In a calculation that keeps the layer spacing fixed, putting one graphite layer exactly atop the next costs about 80 mJ/m², roughly 26 meV for each repeat cell of the interface. Forcing a rigid crystal over that hill takes a shear traction of about 0.9 GPa. The table follows such a slide with a density functional that includes dispersion, and leaves its first four points open. Can the slope of a hill farther along the path tell us what the ground looks like there?

Rigid, unrelaxed slip of graphite (8-atom cell, a = 2.465, c = 6.739 Å) on the (001) plane by fractions of a 4.27 Å vector, one fault a cell. Ansatz 0.2.0, plane-wave PAW, scalar-relativistic PBE with D3(BJ) dispersion, no spin polarisation, cutoff 420 eV, k mesh 22×22×4, Gaussian smearing of 0.15 eV. Fault energies are free energies relative to the unslipped cell.

```
slip (fraction of the slip vector)  fault energy (mJ/m²)  shear traction (GPa (slope of the fault energy along the slip))
                                 0                     ?                                                                ?
                            0.0833                     ?                                                                ?
                            0.1667                     ?                                                                ?
                            0.2500                     ?                                                                ?
                            0.3333                   0.5                                                           0.0000
                            0.4167                   8.6                                                           0.4800
                            0.5000                  33.7                                                           0.8700
                            0.5833                  63.9                                                           0.7200
                            0.6667                  77.9                                                           0.0000
                            0.7500                    64                                                          -0.7200
                            0.8333                  33.7                                                          -0.8800
                            0.9167                   8.2                                                          -0.4900
```

Slip is the fraction of a 4.27 Å displacement that brings the lattice back onto itself. Each third of it is one carbon–carbon bond length. The fault energy is the cost per area of the slipped plane, and the shear traction is the slope of that energy along the path. It is positive where the crystal resists further slip and negative where it is driven forward.

From slip 0.3333 to 0.6667 the interface climbs from a staggered stacking to the eclipsed one, called AA. In the staggered stacking half the atoms of a layer face an atom and half face the centre of a ring; in AA every atom faces an atom. Filled electron clouds then overlap most, and the Pauli principle makes that overlap costly. Dispersion holds the layers together but changes little as they slide. This division of roles is standard physics; the table gives only the total.

The climb is not an ordinary sine wave. A Frenkel hill, a single cosine drawn between the staggered valleys and the AA top, gives 39 mJ/m² at slip 0.5, where the calculation gives 33.7. The computed hill is narrower and its foot flatter. That shape holds the clue to the open rows.

A layer 3.37 Å away feels its neighbour as a sum of waves with the periods of the lattice. Short waves fade fastest with distance, so the longest ones should dominate. A honeycomb lattice has three of these, running in directions 60° apart. Along this path two of them pass through one period and the third through two, which gives

E = A (3/2 + 2 cos x + cos 2x) + B (2 − 2 cos 3x), with x = 2π (slip − 2/3).

The first bracket is this longest set. It is zero at staggered stackings and 4.5 at AA, where all three waves crest together. The second bracket is the next shorter set, a small correction. Both amplitudes were fitted to the eight known energies, giving A = 17.3 and B = −0.2 mJ/m².

From slip 0.75 to 0.9167 the path descends, nearly as a mirror image of the climb. The matching points near the top agree (33.7 against 33.7, 63.9 against 64 mJ/m²), while those at the foot differ, 8.6 against 8.2. That small difference has a possible origin. At slip 0.3333 each layer is staggered on its neighbours, but the order of more distant layers has changed from ABA to ABC. The cost of that change is listed as 0.5 mJ/m², and its size is not secure. Extrapolated to zero smearing, the same runs give 0.7, while AA rises by only about 2 %, and the 22×22 mesh misses the K point where graphite's bands touch.

The next step down closes the circle: slip 1 is slip 0 again. The open rows therefore lie between two staggered stackings, on the side away from AA. Halfway, at slip 0.1667, x = −π, so cos x = −1 and cos 2x = 1. The first bracket is 3/2 − 2 + 1 = 0.5, one ninth of its value at AA, and contributes 17.3 × 0.5 ≈ 8.6 mJ/m². The second bracket is 4 and takes away 0.8, which leaves 7.8.

The same formula and its slope give the forecasts:

Slip 0: energy zero by definition; traction 0 ± 0.02 GPa.
Slip 0.0833: 4.2 ± 0.7 mJ/m²; traction 0.17 ± 0.03 GPa.
Slip 0.1667: a low hilltop, 7.8 ± 1.0 mJ/m²; traction 0 ± 0.02 GPa.
Slip 0.25: 4.2 ± 0.7 mJ/m²; traction −0.17 ± 0.03 GPa.

The energy ranges allow for the disagreement between the formula with and without its second bracket, and for the neglected difference between ABA and ABC order.

The withheld rows as computed:

```
slip (fraction of the slip vector)  fault energy (mJ/m²)  shear traction (GPa (slope of the fault energy along the slip))
                                 0                     0                                                           0.0000
                            0.0833                   4.4                                                           0.1800
                            0.1667                   8.6                                                           0.0000
                            0.2500                   4.8                                                          -0.1700
```

The low hilltop is there, and every forecast holds within its range. The energies at slip 0.0833, 0.1667 and 0.25 were all predicted too low, by 0.2, 0.8 and 0.6 mJ/m². The tractions came out within about 0.01 GPa. They are slopes of the same energies, so they confirm the shape of the curve but are no separate test.

The largest miss, at the hilltop, comes with the correction. The longest waves alone, scaled to the AA row, give 8.7 mJ/m² there, against 8.6 computed. That close match is probably in part a lucky cancellation. The second bracket improved the fit to the known rows, and it lowers the hilltop by 0.8 mJ/m². Two things left out of the formula are expected to raise it again. Waves with half the longest period crest at the low hilltop just as they do at AA, so a weak set of them, with the same sign as the longest waves, would add energy there. The ABC order on the far side of the hill, listed at 0.5 mJ/m², should lift it too, by roughly half that amount midway along the change. The larger part of the miss is then expected to come from the shorter waves, but the two-amplitude fit contains neither term and does not measure them.

The forecast also made slip 0.0833 and 0.25 equal, while the calculation puts the second 0.4 mJ/m² higher. That fits a path whose far end, with ABC order, lies slightly above its start. The difference is as small as the others of this kind, so it supports that reading without proving it.

The main result is a strong one-way preference. From the starting stacking, forward slip meets a hill of 8.6 mJ/m², while backward slip along the same line runs straight into AA at 77.9. The reason is how the three waves combine. At AA all three crest together; at the top of the low hill two are at their lowest while the third is at its crest, and most of the cost cancels. Wherever one such set of waves dominates a rigid interface of this symmetry and crests at the eclipsed stacking, the low pass will be about one ninth of the top.

Between aligned graphite layers, the easy route thus runs from one staggered stacking to the next and turns aside before AA. At slip 0.0833 the resisting traction is 0.18 GPa, about a fifth of that at slip 0.5. Even this is no strength of a real piece, because here a whole plane slides at once, whereas real crystals slip by moving dislocations. The layers are also kept at a fixed spacing. AA stacking would push them apart if it could, as the calculated stress across the layers shows. Its listed energy is therefore too high, and the contrast between the two routes is overstated by an amount not computed here.

The printed analysis below compares both forms of the wave model with every row.

Numerical output:

```
fit of fault_energy on 8 rows: coefficient of shell1 17.27 +/- 0.046, coefficient of shell2 -0.2052 +/- 0.05; rms 0.234, worst 0.3333 -0.5, leave-one-out rms 0.282
  rows outside the fit (model, value, miss): 0.0 -1.918e-15, 0, -1.92e-15; 0.0833 4.216, 4.4, -0.184; 0.1667 7.817, 8.6, -0.783; 0.25 4.218, 4.8, -0.582
Energies in mJ/m2 and tractions in GPa:
     row   one shell  two shells  energy range  computed energy  model traction  traction range  computed traction  traction miss
     0.0  -1.922e-15  -1.918e-15             0                0       3.863e-16            0.02                  0      3.863e-16
  0.0833       4.636       4.216           0.7              4.4           0.168            0.03               0.18         -0.012
  0.1667       8.656       7.817             1              8.6       -9.51e-05            0.02                  0      -9.51e-05
    0.25       4.638       4.218           0.7              4.8          -0.168            0.03              -0.17       0.002015
  0.3333   1.139e-06   1.055e-06             0              0.5      -0.0001483               0                  0     -0.0001483
  0.4167       8.663       8.234             0              8.6          0.4905               0               0.48        0.01053
     0.5       34.62       33.73             0             33.7          0.8806               0               0.87        0.01064
  0.5833        64.6       64.05             0             63.9          0.7129               0               0.72      -0.007145
  0.6667        77.9       77.74             0             77.9      -0.0003308               0                  0     -0.0003308
    0.75       64.61       64.06             0               64         -0.7127               0              -0.72       0.007344
  0.8333       34.63       33.74             0             33.7         -0.8807               0              -0.88     -0.0007055
  0.9167       8.648        8.22             0              8.2         -0.4901               0              -0.49     -0.0001087
Length of the slip vector, angstrom: 4.27
One-shell model, rms miss on the known rows, mJ/m2: 0.6155
One-shell ratio of energy at slip 0.1667 to AA: 0.1111
Computed ratio of energy at slip 0.1667 to AA: 0.1104
Frenkel sine hill at slip 0.5, mJ/m2: 38.95
Frenkel sine hill less computed at slip 0.5, mJ/m2: 5.25
Energy at slip 0.3333, meV per cell: 0.1642
Computed energy at slip 0.1667, meV per cell: 2.825
Energy at AA, meV per cell: 25.59
Energy at slip 0.4167 less that at 0.9167, mJ/m2: 0.4
Computed energy at slip 0.25 less that at 0.0833, mJ/m2: 0.4
Computed traction at slip 0.0833 over that at slip 0.5: 0.2069
```
